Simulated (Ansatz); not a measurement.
Computed with Ansatz 0.2.0, DFT PBE, scalar-relativistic, plane waves, PAW. Settings: cutoff 420 eV, Γ-centred meshes spaced at most about 0.3 Å⁻¹, and about 0.25 Å⁻¹ or finer for metals (2π included), Gaussian smearing. No spin polarisation in the final relaxations.

These are static total energies at zero pressure. All come from trial cells, and lower structures may exist.

**Question.** Order these relaxed structures of Ga by energy, lowest first, with the energy over the lowest of them.
A.

```cif
data_structure
_symmetry_space_group_name_H-M 'P-6m2'
_symmetry_Int_Tables_number 187
_cell_length_a 2.9165
_cell_length_b 2.9165
_cell_length_c 7.8290
_cell_angle_alpha 90.000
_cell_angle_beta 90.000
_cell_angle_gamma 120.000
_cell_volume 57.67
loop_
_atom_site_label
_atom_site_type_symbol
_atom_site_symmetry_multiplicity
_atom_site_Wyckoff_symbol
_atom_site_fract_x
_atom_site_fract_y
_atom_site_fract_z
_atom_site_occupancy
Ga1 Ga 2 i 0.66667 0.33333 0.67611 1
Ga2 Ga 1 a 0.00000 0.00000 0.00000 1
```

B.

```cif
data_structure
_symmetry_space_group_name_H-M 'Pm-3m'
_symmetry_Int_Tables_number 221
_cell_length_a 2.7165
_cell_length_b 2.7165
_cell_length_c 2.7165
_cell_angle_alpha 90.000
_cell_angle_beta 90.000
_cell_angle_gamma 90.000
_cell_volume 20.05
loop_
_atom_site_label
_atom_site_type_symbol
_atom_site_symmetry_multiplicity
_atom_site_Wyckoff_symbol
_atom_site_fract_x
_atom_site_fract_y
_atom_site_fract_z
_atom_site_occupancy
Ga1 Ga 1 b 0.50000 0.50000 0.50000 1
```

**Answer.** A (0 meV/atom), B (52 meV/atom). Forms: A P-6m2; B simple cubic type, Pm-3m. Counting all near atoms (those within 1.25 times the shortest distance at each site; a slash parts the counts of unlike sites): A has Ga 10/12; B has Ga 6.

Cells relaxed within their symmetry can be saddle points. The part of the Crystallography Open Database at hand lists Ga in space groups No. 15, 63, 64, 139, 166 and others; no cell shown has one of them. Some structure types and database cells were kept out of the candidates from the start, so a known form may be missing.
